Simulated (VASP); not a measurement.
A run of VASP 6.6.1:

INCAR

```
SYSTEM = Al32H
  PREC = Accurate
  ENCUT = 520
  EDIFF = 1E-7
  ISMEAR = 0
  SIGMA = 0.15
  LREAL = Auto
  LASPH = .TRUE.
  NELM = 80
  ALGO = Fast
  ISIF = 2
  LWAVE = .FALSE.
  LCHARG = .TRUE.
  GGA = PE
  IVDW = 12
  LELF = .TRUE.
  LVHAR = .TRUE.
  NBANDS = 70
```

Contents of KPOINTS:

```
Automatic mesh
0
G
  1 1 1
  0 0 0
```

Contents of POSCAR:

```
Al32H
1.0
    8.1000000000      0.0000000000      0.0000000000
    0.0000000000      8.1000000000      0.0000000000
    0.0000000000      0.0000000000      8.1000000000
Al H
32 1
Direct
    0.5055381481     -0.0074643210     -0.0062074074
    0.7426165432      0.2521876543     -0.0024530864
    0.7621749383      0.0079113580      0.2379019753
    0.0007112346     -0.0092075309     -0.0006329630
    0.2664129630      0.2317693827      0.0134781481
    0.5072867901      0.4979407407     -0.0002067901
    0.7482480247      0.7493271605     -0.0017644444
    0.2451360494     -0.0061053086      0.2532654321
    0.5040146914      0.2535212346      0.2529429630
    0.7486186420      0.4963033333      0.2514582716
    0.4859766667      0.0122153086      0.5141006173
    0.7471341975      0.2535213580      0.4960620988
    0.7468125926     -0.0061058025      0.7549428395
   -0.0112203704      0.5098111111      0.0112988889
    0.2464680247      0.7553232099     -0.0031708642
    0.0025313580      0.2521871605      0.2574612346
    0.2464920988      0.4954256790      0.2571039506
    0.4895869136      0.7360055556      0.2374608642
    0.0062866667     -0.0074649383      0.4945388889
    0.2487848148      0.2497671605      0.5012035802
    0.5051923457      0.4921474074      0.4948854321
    0.7626162963      0.7360051852      0.5104903704
    0.2486518519     -0.0006224691      0.7514277778
    0.4988745679      0.2497671605      0.7512939506
    0.7429737037      0.4954241975      0.7535859259
    0.0018435802      0.7493276543      0.2518297531
    0.0002853086      0.4979408642      0.4927903704
    0.2449483951      0.7508679012      0.4960286420
   -0.0134004938      0.2317700000      0.7336653086
    0.2656369136      0.5122701235      0.7344412346
    0.5040477778      0.7508683951      0.7551302469
    0.0032503704      0.7553230864      0.7536107407
    0.6839587654      0.8133443210      0.3161196296
```

Potentials or basis: VASP PAW PBE potentials, release 64 (Al, H).

The run is started by

```bash
$ cat potpaw_PBE.64/Al/POTCAR potpaw_PBE.64/H/POTCAR > POTCAR
$ mpirun -np 1 vasp_gam > vasp.out
```

Hardware: 1 thread of Intel(R) Xeon(R) Platinum 8488C (Sapphire Rapids) (shared host).

Task: How long does it take, and how much memory?

Result: Run time: 69 s on 1 thread of Intel(R) Xeon(R) Platinum 8488C (Sapphire Rapids), on a shared host, peak memory 0.44 GiB. Counts: scf iterations 19, k points 1.
